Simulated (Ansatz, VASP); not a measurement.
GaN: VASP beside Ansatz

The input POSCAR:

```
GaN
1.0
    0.0000000000      2.1352350000      2.1352350000
    2.1352350000      0.0000000000      2.1352350000
    2.1352350000      2.1352350000      0.0000000000
Ga N
1 1
Direct
    0.0000000000      0.0000000000      0.0000000000
    0.5000000000      0.5000000000      0.5000000000
```

Contents of INCAR.step1:

```
  ALGO = Normal
  EDIFF = 1E-5
  ENCUT = 520
  GGA = PE
  ISIF = 2
  ISMEAR = -1
  LASPH = T
  LCHARG = F
  LREAL = F
  LWAVE = T
  NELM = 80
  PREC = Accurate
  SIGMA = 0.05
```

The input INCAR.step2:

```
  AEXX = 0.15
  ALGO = Normal
  EDIFF = 1E-6
  ENCUT = 520
  GGA = PE
  HFSCREEN = 0.2
  ISIF = 2
  ISMEAR = -1
  ISTART = 1
  LASPH = T
  LCHARG = F
  LHFCALC = T
  LREAL = F
  LWAVE = F
  NELM = 80
  PREC = Accurate
  PRECFOCK = Fast
  SIGMA = 0.05
```

KPOINTS

```
k-points
0
Gamma
  6 6 6
```

The input input.yaml:

```yaml
crystal:
  lattice:
    - [0.0, 2.135235, 2.135235]
    - [2.135235, 0.0, 2.135235]
    - [2.135235, 2.135235, 0.0]
  atoms:
    - { symbol: Ga, position: [0.0, 0.0, 0.0] }
    - { symbol: "N", position: [0.5, 0.5, 0.5] }
hamiltonian:
  xc: { exchange: pbe, correlation: pbe, exx: { coeff: 0.15, omega: 0.2 } }
  pseudopotentials: { kind: paw }
kpoints:
  mp_grid: { grid: [6, 6, 6] }
scf:
  occupations: { method: fermi_dirac, width: 0.05 }
output:
  forces: true
  stress: true
  eigenvalues: true
```

Measurements of this composition are mostly on another form, of space group No. 186.

Alike in both runs: task single point; functional HSE(alpha, omega); k mesh 6 × 6 × 6; occupations fermi-dirac, width 0.05 eV; no spin polarisation.

|  | VASP | Ansatz |
| --- | --- | --- |
| version | VASP 6.6.1 | Ansatz 0.2.0 |
| potentials or method | VASP PAW PBE potentials, release 64 (Ga_d, N) | Ansatz PAW |
| plane-wave cutoff (eV) | 520 | 420 |
| valence electrons in the cell | 18 | 18 |

```tsv
	VASP	Ansatz	Ansatz less VASP
gap on the k mesh at the Fermi level (eV)	1.10	1.11	+0.009
least direct gap on the mesh (eV)	3.11	3.11	-0.004
pressure (GPa)	-5.4	-6.4	-0.97
```

Caveats: the k mesh is coarse (spacing up to 0.42 Å⁻¹), so the values aren't converged, least of all with exact exchange; the PAW data sets were made with another functional, which shifts forces and pressure a little (VASP); the pressure holds a Pulay correction of +0.6 GPa for the finite cutoff (Ansatz); the PAW data sets come from PBE, with cores solved anew for the run's functional, which leaves a small shift of forces and pressure (Ansatz); the thresholds are loose for stress (Ansatz). A k mesh can miss the band edges.
